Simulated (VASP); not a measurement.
## NaF in VASP 6.6.1, single-point calculation

INCAR

```
SIGMA = 0.02
LREAL = .FALSE.
AMIX = 0.4
ENCUT = 600
LASPH = .TRUE.
NBANDS = 14
NELM = 63
LWAVE = .FALSE.
ISMEAR = -1
ISIF = 2
LCHARG = .FALSE.
GGA = PE
IMIX = 1
IBRION = -1
NSW = 0
EDIFF = 1E-7
PREC = Accurate
```

KPOINTS

```
KPOINTS created by Atomic Simulation Environment
0
Gamma
8 8 8
0 0 0
```

POSCAR

```
Na F
 1.0000000000000000
    -0.0403965482000000    2.5217462002000000    2.5217462002000000
     2.5217462002000000   -0.0403965482000000    2.5217462002000000
     2.5217462002000000    2.5217462002000000   -0.0403965482000000
 Na  F
   1   1
Cartesian
 -0.0089246222171929 -0.0089246222171929 -0.0089246222171929
  1.2596985852671925  1.2596985852671925  1.2596985852671925
```

The recommended PBE PAW datasets give the neutral cell 14 valence electrons.

Command

```
mpirun -np 1 vasp_std
```

Task: Predict the outcome of this run.

Result: It converged. Results: gap between bands v and c on the k mesh 5.54 eV; least direct gap on the k mesh 5.54 eV; pressure 1.4 GPa. Band v is the last that the valence electrons fill when counted band by band, and c is the next.

OSZICAR

```
N       E                     dE             d eps       ncg     rms          rms(c)
DAV:   1     0.119313494641E+03    0.11931E+03   -0.82817E+03  1832   0.125E+03
DAV:   2    -0.242952917225E+01   -0.12174E+03   -0.11243E+03  1934   0.349E+02
DAV:   3    -0.950056286250E+01   -0.70710E+01   -0.70522E+01  2282   0.775E+01
DAV:   4    -0.957557723513E+01   -0.75014E-01   -0.75009E-01  2036   0.853E+00
DAV:   5    -0.957650401738E+01   -0.92678E-03   -0.92678E-03  2318   0.942E-01    0.603E+00
DAV:   6    -0.839478305080E+01    0.11817E+01   -0.41982E+00  2538   0.165E+01    0.209E+00
DAV:   7    -0.837706142673E+01    0.17722E-01   -0.40408E-02  1874   0.208E+00    0.119E+00
DAV:   8    -0.837715324144E+01   -0.91815E-04   -0.58244E-03  2054   0.125E+00    0.708E-01
DAV:   9    -0.838118177485E+01   -0.40285E-02   -0.29534E-03  1994   0.840E-01    0.435E-01
DAV:  10    -0.838464917490E+01   -0.34674E-02   -0.15356E-03  2108   0.525E-01    0.271E-01
...
DAV:  18    -0.838950050341E+01   -0.24180E-04   -0.53994E-06  2102   0.196E-02    0.862E-03
DAV:  19    -0.838951261836E+01   -0.12115E-04   -0.27150E-06  2000   0.134E-02    0.576E-03
DAV:  20    -0.838951866797E+01   -0.60496E-05   -0.13622E-06  2090   0.914E-03    0.386E-03
DAV:  21    -0.838952168093E+01   -0.30130E-05   -0.68395E-07  2012   0.628E-03    0.260E-03
DAV:  22    -0.838952317820E+01   -0.14973E-05   -0.34252E-07  2072   0.432E-03    0.175E-03
DAV:  23    -0.838952392073E+01   -0.74253E-06   -0.17129E-07  2030   0.299E-03    0.119E-03
DAV:  24    -0.838952428823E+01   -0.36750E-06   -0.85639E-08  2060   0.207E-03    0.806E-04
DAV:  25    -0.838952446973E+01   -0.18151E-06   -0.42743E-08  2006   0.144E-03    0.548E-04
DAV:  26    -0.838952455917E+01   -0.89433E-07   -0.21298E-08  2072   0.100E-03
   1 F= -.83895246E+01 E0= -.83895246E+01  d E =-.484788E-13
```

For comparison, a separate PBE run of the intended cell, on usual settings and not on those above, gives a gap of 5.54 eV on its mesh and a pressure of 1.4 GPa.
